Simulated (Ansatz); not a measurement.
A series in volume scale on Si

Free energy against uniform scaling of the volume at fixed shape and fractions; periodic cell, basis, potentials, k mesh and filling as listed. The results are calculated, by Ansatz 0.2.0.

The cell before it is scaled or strained (space group I4/mmm, No. 139):
```
CELL_PARAMETERS angstrom
-1.62690 1.62690 1.32030
1.62690 -1.62690 1.32030
1.62690 1.62690 -1.32030
ATOMIC_POSITIONS crystal
Si 0.00000 0.00000 0.00000
```

Settings of every row: functional PBEsol; dispersion none; potentials all-electron LAPW; k mesh 14x14x14; k shift 0x0x0; occupations fermi dirac; smearing width 0.1 eV; spin none.

Limits: coarse k mesh, up to 40 meV an atom off; the cell comes from a prototype or a list of computed structures and needn't be the stable phase.

```csv
row,volume scale,V (Å³/atom),energy above lowest point (meV/atom)
1,0.94,13.14,22.6
2,0.97,13.559,6.5
3,1,13.978,0
4,1.03,14.398,?
5,1.06,14.817,9.7
```

Question: what energy above lowest point should row 4 give?

Worked fit of energy above lowest point. Take u = (V_r/V)^(2/3) − 1 with V_r = 13.768 Å³ an atom, which is twice the finite (Eulerian) strain; such expansions in the strain, on which the Birch-Murnaghan equation of state is built, carry the rest volume and the bulk modulus. The shown rows have u = 0.03161, 0.01025, -0.01004, -0.04777. Least squares give energy above lowest point = 2.18 + 325.4 × u + 10110 × u² meV/atom; a straight line predicts inner rows, each left out in turn, worse (root mean square 10 against 0.16 meV/atom). The rows lie off it by 0.0, -0.1, 0.1, 0.0. Its lowest point lies at u = -0.0161, or V = 14.11 Å³ an atom, and the curvature there gives the bulk modulus at fixed shape and fractions, B = (4/9)(1 + u)² E″(u)/V = 98.8 GPa. Letting shape and atoms relax would as a rule lower it, by much in layered, chain or molecular crystals. The withheld row has u = -0.02939, so the fit gives 2.18 + 325.4 × (-0.02939) + 10110 × (-0.02939)² = 1.3 meV/atom.

The calculation gave 1.5 meV/atom. The fit lies 0.2 meV/atom (13 % of the value, 0.88 % of the column's range) below it; its largest miss of a shown row is 0.1 meV/atom.
